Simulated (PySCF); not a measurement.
## Bonding in pyrrolidine

Species: pyrrolidine, C4H9N.
Atom-mapped SMILES: `[CH2:1]1[CH2:2][CH2:3][NH:4][CH2:5]1` (hydrogens: H6, H7 on C1; H8, H9 on C2; H10, H11 on C3; H12 on N4; H13, H14 on C5)

Geometry (GFN2-xTB, Å), atoms numbered from 1 in this order:
```xyz
14
C4H9N angstrom
C     -0.218   -1.152    0.128
C      1.114   -0.382    0.072
C      0.684    1.102    0.036
N     -0.674    1.129   -0.482
C     -1.291   -0.041    0.121
H     -0.331   -1.794   -0.746
H     -0.297   -1.775    1.017
H      1.672   -0.638   -0.828
H      1.747   -0.590    0.933
H      0.655    1.507    1.051
H      1.345    1.725   -0.567
H     -0.649    1.011   -1.492
H     -2.198   -0.324   -0.413
H     -1.560    0.224    1.147
```

Bond orders from the PBE0/pcSseg-1 density (PySCF). Geometry: GFN2-xTB, one conformer, isolated molecule.

(1) How far do the computed orders between heavy atoms stray from the drawn ones?

(2) Set the Mayer orders of the bonds beside their lengths.

(3) Sum the orders of all bonds at each heavy atom with more than one neighbour and set the sums beside the valence in the SMILES.

Results:

(1) The largest departure is 0.032, at C1–C2 (drawn single, 1.032).

(2) 
| bond | drawn as | length (Å) | Mayer order |
| --- | --- | --- | --- |
| C1–C2 | single | 1.539 | 1.032 |
| C2–C3 | single | 1.545 | 1.016 |
| C3–N4 | single | 1.454 | 1.013 |
| N4–C5 | single | 1.454 | 1.012 |
| C5–C1 | single | 1.545 | 1.017 |
| C1–H6 | single | 1.090 | 0.955 |
| C1–H7 | single | 1.088 | 0.956 |
| C2–H8 | single | 1.090 | 0.955 |
| C2–H9 | single | 1.088 | 0.956 |
| C3–H10 | single | 1.094 | 0.947 |
| C3–H11 | single | 1.089 | 0.960 |
| N4–H12 | single | 1.017 | 0.942 |
| C5–H13 | single | 1.089 | 0.960 |
| C5–H14 | single | 1.094 | 0.947 |

(3) C1 3.960 (drawn 4), C2 3.959 (drawn 4), C3 3.936 (drawn 4), N4 2.967 (drawn 3), C5 3.936 (drawn 4). Orders between atoms that aren't bonded are not in these sums.

The Mayer order sums products of elements of PS (density times overlap matrix) between the two atoms' basis functions, so it depends on the basis set.
